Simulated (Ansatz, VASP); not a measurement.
## TiB2: VASP beside Ansatz

```
CELL_PARAMETERS angstrom
2.99392 0.00000 0.00000
-1.49696 2.59281 0.00000
0.00000 0.00000 3.15950
ATOMIC_POSITIONS crystal
Ti 0.00000 0.00000 0.00000
B 0.33333 0.66667 0.50000
B 0.66667 0.33333 0.50000
```

Alike in both runs: functional LDA; k mesh 15 × 15 × 12; occupations gaussian, width 0.1 eV; no spin polarisation.

Ansatz relaxed the structure, and its values are those at the end. VASP's run is a single point on that final structure, the one shown.

|  | VASP | Ansatz |
| --- | --- | --- |
| version | VASP 6.6.1 | Ansatz 0.2.0 |
| potentials or method | VASP PAW LDA potentials, release 64 (Ti_sv, B) | scalar-relativistic, plane waves, PAW |
| plane-wave cutoff (eV) | 520 | 420 |
| valence electrons in the cell | 18 | 18 |

VASP gave:

- gap on the k mesh at the Fermi level (eV): none
- pressure (GPa): 0.6

Task: Which values does Ansatz return?

Result: gap on the k mesh at the Fermi level (eV): none; pressure (GPa): 0.0.

A gap of «none» marks a metal or a gap that the smearing closes. Ansatz warned: «pseudo_functional_mismatch».
